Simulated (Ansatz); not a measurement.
# InSe (P-6m2) in Ansatz: relaxation of cell and atoms with PBEsol+D3(BJ)

Aim: the relaxation of cell and atoms of InSe with PBEsol+D3(BJ).

All numbers are computed with Ansatz 0.2.0; they aren't measurements. Logs are shortened: lines on timing, memory, paths and dates and some standing lists are left out, and cuts for length are marked.

### 1 Starting point

The structure is hexagonal, space group P-6m2 (No. 187). Conventional cell: a = 4.047 Å, b = 4.047 Å, c = 18.052 Å, α = 90.00°, β = 90.00°, γ = 120.00°. In (site symmetry 3m) has 3 Se at 2.65 Å and 1 In at 2.79 Å as nearest neighbours. Around In (site symmetry 3m) lie 3 Se at 2.65 Å and 1 In at 2.79 Å. Se (site symmetry 3m) is surrounded by 3 In at 2.65 Å. Se (site symmetry 3m) is surrounded by 3 In at 2.65 Å.

Measurements of this composition are mostly on another form, of space group No. 160.

### 2 Relaxation of cell and atoms, PBEsol+D3(BJ)

File input.yaml:

```yaml
crystal:
  lattice:
    - [4.0473293151, 0.0, 0.0]
    - [-2.0236646576, 3.5050900044, 0.0]
    - [0.0, 0.0, 18.05206491]
  atoms:
    - { symbol: In, position: [0.3333333333, 0.6666666667, 0.07739049] }
    - { symbol: In, position: [0.3333333333, 0.6666666667, 0.92260951] }
    - { symbol: In, position: [0.0, 0.0, 0.42260632] }
    - { symbol: In, position: [0.0, 0.0, 0.57739368] }
    - { symbol: Se, position: [0.3333333333, 0.6666666667, 0.35298428] }
    - { symbol: Se, position: [0.3333333333, 0.6666666667, 0.64701572] }
    - { symbol: Se, position: [0.6666666667, 0.3333333333, 0.14699993] }
    - { symbol: Se, position: [0.6666666667, 0.3333333333, 0.85300007] }
hamiltonian:
  xc: pbesol
  pseudopotentials: { kind: paw }
  dispersion: d3bj
kpoints:
  mp_grid: { grid: [8, 8, 2] }
scf:
  occupations: { method: fermi_dirac, width: 0.05 }
output:
  forces: true
  stress: true
  eigenvalues: true
relax:
  f_tol: 0.01
  max_steps: 40
  cell: { stress_tol: 0.05 }
```

Potentials or basis: Ansatz PAW.

The run is started by

```
> ansatz run input.yaml --threads 4 --pin off --max-ram 11264MiB --backend cpu --events-out ev --progress --plain --runs-dir out
```

Log:

```text
Warning: RAYON_NUM_THREADS=4 ignored (pool sized by the plan → 4); use --threads N
Engine: ansatz 0.2.0, aarch64-unknown-linux-gnu
Pseudopotentials: kind: paw
Pseudopotential: In, paw, valence charge 13, recommended cutoff 420 eV (normal), In.paw.azcp
Pseudopotential: Se, paw, valence charge 16, recommended cutoff 420 eV (normal), Se.paw.azcp
Functional definition: PBEsol
  exchange = pbesol_x
  correlation = pbesol_c
Crystal: 8 atoms, lattice volume = 256.091 Å³
Basis set: ecut = 420 eV, 4981 PW (Γ), exchange–correlation on 60×60×250 points (8 copies of the dense FFT grid, shifted against one another)
Bands: 70, of which v1, the nominal top of the filled ones, is band 58 counted from 1 (57 counted from 0)
Symmetry: 12 space group operations
Space group: P-6m2 (ITA 187), of the structure as read, at distance tolerance 6.4e-5 Å
k-points: 20 of 128 (time reversal used)
Non-local potential: In, projectors of the file, l = 0: 2, l = 1: 2, l = 2: 2, l = 3: 2
Non-local potential: Se, projectors of the file, l = 0: 2, l = 1: 2, l = 2: 3, l = 3: 1
PAW form: soft (Blöchl's): semilocal exchange-correlation on the pseudo side does not see the compensation charge
PAW frozen core: In, regenerated for the run's functional, and the local potential with it (the file was generated under x = pbe(κ = 0.804, μ = 0.2195149727645171), c = pbe(β = 0.06672455060314922))
PAW frozen core: Se, regenerated for the run's functional, and the local potential with it (the file was generated under x = pbe(κ = 0.804, μ = 0.2195149727645171), c = pbe(β = 0.06672455060314922))
PAW one-centre angular grid: In, 590 points (default); XC on 64 Gauss nodes
PAW one-centre angular grid: Se, 590 points (default); XC on 64 Gauss nodes
Initial density: superposition of atomic densities (neutral atoms: chi_scale 0, normalization atom), corrected by the library's trained network
Initial wavefunctions: pseudopotential atomic-orbital guess
Functional: x = pbesol(κ = 0.804, μ = 0.12345679012345678), c = pbesol(β = 0.046)
SCF iter   1: F=—  HF=-43804.388082 eV  |F-HF|=—  |Δ(HF+E_count)|=         —  Δρ=4.15e-3  dr2=8.29e-2  ethr=1.77e-3  ⟨swp⟩=6.0  Hψ=5507  notcnv=0  defer=3
preconditioner: auto → Resta (q_TF=auto, 2.391 Å⁻¹)  ε∞=3.2  [insulator: Δε(μ)=0.630 eV  Ē_g=13.777 eV  σ=0.050 eV  W_gap=1.00  n_scr=66 (ndim 8)  ℏωp=20.2 eV  f_vac=0.164  D(μ)=0.00/eV (n_scr^D=0)  ε∞_Penn≈3.2]
SCF iter   2: F=—  HF=-43804.368374 eV  |F-HF|=—  |Δ(HF+E_count)|=   1.97e-2  Δρ=1.45e-3  dr2=6.00e-3  ethr=7.14e-5  ⟨swp⟩=2.7  Hψ=2268  notcnv=0  defer=108
SCF iter   3: F=—  HF=-43804.367665 eV  |F-HF|=—  |Δ(HF+E_count)|=   7.09e-4  Δρ=6.28e-4  dr2=1.31e-3  ethr=5.17e-6  ⟨swp⟩=2.0  Hψ=2017  notcnv=0  defer=108
SCF iter   4: F=—  HF=-43804.367820 eV  |F-HF|=—  |Δ(HF+E_count)|=   1.55e-4  Δρ=1.81e-4  dr2=1.20e-4  ethr=1.13e-6  ⟨swp⟩=2.0  Hψ=1586  notcnv=0  defer=108
SCF iter   5: F=—  HF=-43804.367894 eV  |F-HF|=—  |Δ(HF+E_count)|=   7.38e-5  Δρ=4.47e-5  dr2=6.00e-6  ethr=1.03e-7  ⟨swp⟩=2.0  Hψ=1618  notcnv=0  defer=108
SCF iter   6: F=—  HF=-43804.367877 eV  |F-HF|=—  |Δ(HF+E_count)|=   1.72e-5  Δρ=9.25e-6  dr2=2.87e-7  ethr=5.18e-9  ⟨swp⟩=2.0  Hψ=1999  notcnv=0  defer=108
SCF iter   7: F=-43804.367877 eV  HF=-43804.367877 eV  |F-HF|=4.11e-8  |Δ(HF+E_count)|=   5.17e-7  Δρ=2.78e-6  dr2=2.34e-8  ethr=8.62e-11  ⟨swp⟩=9.8  Hψ=6357  notcnv=0
SCF 1 converged in 7 iterations: F = -43804.367877 eV  dr2 = 2.34e-8
relax step   1: F+E_penalty+E_count = -43804.36787737 eV  Δ(F+E_penalty+E_count) = +0.000e0 eV  max|allowed force component| = 5.399e-2 eV/Å  Δτ_max = 0.0000 Å  P = -2.130 GPa  Ω = 256.091 Å³  (7 SCF iters, dr2 threshold 1.00e-7 eV, accepted)
[... 78 lines left out ...]
relax step   7: F+E_penalty+E_count = -43804.71660369 eV  Δ(F+E_penalty+E_count) = +4.863e-3 eV  max|allowed force component| = 2.666e-3 eV/Å  Δτ_max = 0.0000 Å  P = -0.020 GPa  Ω = 219.162 Å³  stress off target by 2.12e-2 GPa  SCF on the basis re-selected at this cell (its energy is not comparable with the rows above)  (6 SCF iters)
basis re-selected at this cell: Δ(F+E_penalty+E_count) = +4.863e-3 eV, ΔP = -0.012 GPa vs the last step (what re-selecting the basis moved, of the pressure what is left beyond the Pulay correction that the steps carried, after the strain that the cell walked since its last selection, with what the two solves' SCF thresholds leave and, on support functions, any second-order correction that the steps lacked; it is no measure of the basis error at this ecutwfc). The dense FFT grid was sized anew with the basis: this SCF ran on 27×27×108 points, the steps before it on 30×30×125, so part of this shift can come from that change (see relax.cell in the input reference). This SCF's stress stands 2.12e-2 GPa from its target on what of the cell is left free (relax.cell.stress_tol is 5.00e-2 GPa) and its largest allowed force component is 2.67e-3 eV/Å (relax.f_tol is 1.00e-2 eV/Å): within both
SCF converged after 6 iterations
Free energy (F): -43804.716604 eV
Harris-Foulkes:  -43804.716604 eV  (|F-HF|=3.64e-11)
Internal energy: -43804.716242 eV  (E = F + TS)
E sigma→0 (E₀):  -43804.716423 eV
Entropy (-TS):   -0.000362 eV (-0.045 meV/atom)
Fermi energy:    8.262008 eV
--- Per-component energies (eV) ---
  E_band       = -1750.827600
  E_kinetic    = 1449.840621
  E_local      = -15313.666966  (includes V_loc(G=0)·N_el)
  E_nonlocal   = -896.945710
  E_hartree    = 7071.644073
  E_xc         = -1267.878298
  E_vxc        = -792.758580  (∫ρ·V_xc dr)
  E_paw        = -23807.949851  (= ΣΔE_a)
  E_vpaw       = -340.583376  (= ΣTr[D̂ρ^β])
  E_aug_tail   = -0.002294  (compensation charges beyond the density's cutoff)
  E_ewald      = -11042.260923
  E_disp       = -2.474305  (pairwise vdW)
  E_core_change = 4.977412  (= ΣΔE_core)
  E_smearing   = -0.000362  (= −TS)
  E_closure    = -0.000000  (closes the sum)
  Σ components = -43804.716604   (vs F -43804.716604, Δ=0.00e0)
--- Forces (eV/Å), atoms counted from 1 ---
  atom   1  In    -0.00000000    -0.00000000     0.00266597
  atom   2  In    -0.00000000    -0.00000000    -0.00266597
  atom   3  In    -0.00000000    -0.00000000    -0.00174804
  atom   4  In    -0.00000000    -0.00000000     0.00174804
  atom   5  Se     0.00000000     0.00000000     0.00178566
  atom   6  Se     0.00000000     0.00000000    -0.00178566
  atom   7  Se     0.00000000     0.00000000    -0.00249919
  atom   8  Se     0.00000000     0.00000000     0.00249919
  max |Σ_I F_I| component: 3.47e-17 eV/Å
--- Stress (GPa, compression-positive) ---
       -0.018813       0.000000      -0.000000
        0.000000      -0.018813       0.000000
       -0.000000       0.000000      -0.021176
  P = ⅓ Tr σ = -0.0196 GPa (-0.196 kbar)
--- Band table (eV; the first three rows and the last of 20) ---
  k-point 0: bands = ["-39.5793", "-39.5793", "-39.5793", "-39.5793", "-39.5654", "-39.5654", "-39.5654", "-39.5654", "-39.5582", "-39.5582", "-39.5582", "-39.5582", "-39.5499", "-39.5499", "-39.5431", "-39.5431", "-39.5431", "-39.5431", "-39.5344", "-39.5344", "-6.8508", "-6.8286", "-6.6362", "-6.6362", "-6.6132", "-6.6132", "-6.5369", "-6.5369", "-6.5287", "-6.5287", "-6.5139", "-6.5139", "-6.5055", "-6.5055", "-6.3493", "-6.3326", "-6.3326", "-6.3148", "-6.3090", "-6.3090", "-5.8357", "-5.6569", "-5.3637", "-5.1811", "1.3370", "1.8616", "3.3587", "4.6152", "6.2258", "6.5436", "6.5436", "6.6157", "6.6157", "6.8530", "6.8530", "6.9379", "6.9379", "8.0814", "8.4107", "10.0386", "10.1292", "10.2545", "12.2454", "12.2454", "12.3852", "12.3852", "12.9598", "13.4822", "13.4822", "13.6910"]
  k-point 1: bands = ["-39.5793", "-39.5793", "-39.5793", "-39.5793", "-39.5654", "-39.5654", "-39.5654", "-39.5654", "-39.5582", "-39.5582", "-39.5582", "-39.5582", "-39.5499", "-39.5499", "-39.5431", "-39.5431", "-39.5431", "-39.5431", "-39.5344", "-39.5344", "-6.8508", "-6.8286", "-6.6362", "-6.6362", "-6.6132", "-6.6132", "-6.5369", "-6.5369", "-6.5287", "-6.5287", "-6.5139", "-6.5139", "-6.5055", "-6.5055", "-6.3424", "-6.3326", "-6.3326", "-6.3237", "-6.3090", "-6.3090", "-5.7604", "-5.7603", "-5.2596", "-5.2552", "1.5459", "1.5635", "3.9430", "3.9432", "6.5713", "6.5713", "6.5787", "6.5787", "6.8960", "6.8960", "6.9043", "6.9043", "6.9835", "7.0374", "9.3140", "9.4409", "10.2344", "10.2701", "12.2982", "12.2982", "12.3237", "12.3237", "13.3320", "13.4451", "13.5734", "13.5734"]
  k-point 2: bands = ["-39.5793", "-39.5793", "-39.5792", "-39.5792", "-39.5654", "-39.5654", "-39.5654", "-39.5654", "-39.5582", "-39.5582", "-39.5582", "-39.5582", "-39.5499", "-39.5499", "-39.5431", "-39.5431", "-39.5431", "-39.5431", "-39.5344", "-39.5344", "-6.8520", "-6.8302", "-6.7080", "-6.6786", "-6.6342", "-6.6288", "-6.6111", "-6.5958", "-6.5340", "-6.5245", "-6.5192", "-6.5108", "-6.5015", "-6.4960", "-6.3789", "-6.3540", "-6.3341", "-6.3105", "-6.2627", "-6.2401", "-5.6323", "-5.4776", "-5.1951", "-5.0263", "1.4696", "1.9028", "3.4653", "4.2386", "5.5546", "5.7726", "5.8555", "6.3108", "6.4034", "6.4297", "6.6873", "6.7484", "6.7985", "7.9825", "9.3870", "10.2457", "10.7879", "10.8238", "11.6602", "11.7396", "12.3697", "12.5558", "12.6248", "13.1484", "13.3721", "13.7736"]
  k-point 19: bands = ["-39.5791", "-39.5791", "-39.5790", "-39.5790", "-39.5653", "-39.5653", "-39.5652", "-39.5652", "-39.5583", "-39.5583", "-39.5582", "-39.5582", "-39.5497", "-39.5497", "-39.5432", "-39.5432", "-39.5432", "-39.5432", "-39.5343", "-39.5342", "-6.9992", "-6.9789", "-6.8937", "-6.8742", "-6.7823", "-6.7595", "-6.6600", "-6.6369", "-6.5352", "-6.5120", "-6.4769", "-6.4682", "-6.4537", "-6.4451", "-6.3842", "-6.3609", "-6.3598", "-6.3364", "-6.1516", "-6.1278", "-4.1843", "-4.1752", "-4.0697", "-4.0603", "1.5709", "1.5998", "2.2884", "2.3365", "3.9092", "3.9483", "4.2823", "4.3608", "5.0445", "5.1395", "5.6564", "5.7124", "6.2403", "6.4702", "9.5102", "9.6853", "10.3841", "10.3908", "11.2702", "11.4093", "12.1445", "12.5166", "13.2909", "13.4080", "14.1516", "14.2697"]
--- Relaxed structure (6 steps of the walk, 6 accepted, 1 SCFs on fresh bases) ---
  F+E_penalty+E_count = -43804.71660369 eV   max|allowed force component| = 2.666e-3 eV/Å   (the final SCF, on the basis selected at the relaxed cell)
  cell:  # Å, volume = 219.1619 Å³
    - [3.960829135994724, 2.8250506769338652e-11, 0.0]
    - [-1.9804145680218277, 3.430178651806874, 0.0]
    - [0.0, 0.0, 16.131030814453197]
  atoms:
    - { symbol: In, position: [0.33333333333333337, 0.6666666666666666, 0.0852052029306077] }
    - { symbol: In, position: [0.33333333333333337, 0.6666666666666666, 0.9147947970693926] }
    - { symbol: In, position: [-1.8503717076008887e-17, -3.238150488543892e-17, 0.41480607974418554] }
    - { symbol: In, position: [-1.8503717076008887e-17, -3.238150488543892e-17, 0.5851939202558143] }
    - { symbol: Se, position: [0.33333333333333337, 0.6666666666666666, 0.3349690135953104] }
    - { symbol: Se, position: [0.33333333333333337, 0.6666666666666666, 0.6650309864046894] }
    - { symbol: Se, position: [0.6666666666666669, 0.3333333333333333, 0.1651552870853133] }
    - { symbol: Se, position: [0.6666666666666669, 0.3333333333333333, 0.8348447129146865] }
```

Run time: 53 s. Hardware: 4 threads of Arm Neoverse V2, shared host; peak memory 0.88 GiB.

Results:

- Free energy: -43804.7166 eV
- Relaxed volume: 27.40 Å³/atom
- Relaxed cell: a = 3.961 Å, b = 3.961 Å, c = 16.131 Å, α = 90.00°, β = 90.00°, γ = 120.00°
- Space group after relaxing (to 0.05 Å): P-6m2 (No. 187)
- Energy gained by relaxing: 43.6 meV/atom
- Ionic steps: 7
- Pressure after relaxing: 0.0 GPa
- Band gap on the k mesh: 0.33 eV, direct

Forces in eV/Å, atoms in the order of the input:
```
In   0.000  0.000  0.003
In   0.000  0.000 -0.003
In   0.000  0.000 -0.002
In   0.000  0.000  0.002
Se   0.000  0.000  0.002
Se   0.000  0.000 -0.002
Se   0.000  0.000 -0.002
Se   0.000  0.000  0.002
```

Step by step:
| step | energy change (eV) | largest force (eV/Å) | volume (Å³) |
| --- | --- | --- | --- |
| 1 | 0.0000 | 0.0540 | 256.09 |
| 2 | -0.2175 | 0.3573 | 223.50 |
| 3 | -0.3250 | 0.0949 | 214.82 |
| 4 | -0.3462 | 0.0985 | 222.68 |
| 5 | -0.3535 | 0.0205 | 218.87 |
| 6 | -0.3536 | 0.0029 | 219.16 |
| 7 | -0.3487 | 0.0027 | 219.16 |

Final structure:
```
CELL_PARAMETERS angstrom
3.96083 0.00000 0.00000
-1.98041 3.43018 0.00000
0.00000 0.00000 16.13103
ATOMIC_POSITIONS crystal
In 0.33333 0.66667 0.08521
In 0.33333 0.66667 0.91479
In 0.00000 0.00000 0.41481
In 0.00000 0.00000 0.58519
Se 0.33333 0.66667 0.33497
Se 0.33333 0.66667 0.66503
Se 0.66667 0.33333 0.16516
Se 0.66667 0.33333 0.83484
```

Levels at points of the mesh, in eV from the valence-band top:
```
             k point  band 56  band 57  band 58  band 59  band 60  band 61
  (0.00, 0.00, 0.00)    -1.14    -1.14     0.00     0.33     1.96     2.05
 (0.00, 0.00, -0.50)    -1.18    -1.10    -1.04     1.23     1.36     2.15
 (0.00, -0.50, 0.00)    -2.05    -2.05    -1.72     1.11     1.19     1.70
(0.00, -0.50, -0.50)    -2.14    -1.84    -1.64     0.95     1.04     1.69
```

Caveat: the plane-wave basis is chosen anew once the cell has moved, so the energies of steps on either side of that aren't comparable; spin-orbit coupling is left out, which moves the levels of the heavy elements; the PAW data sets come from PBE, with cores solved anew for the run's functional, which leaves a small shift of forces and pressure.
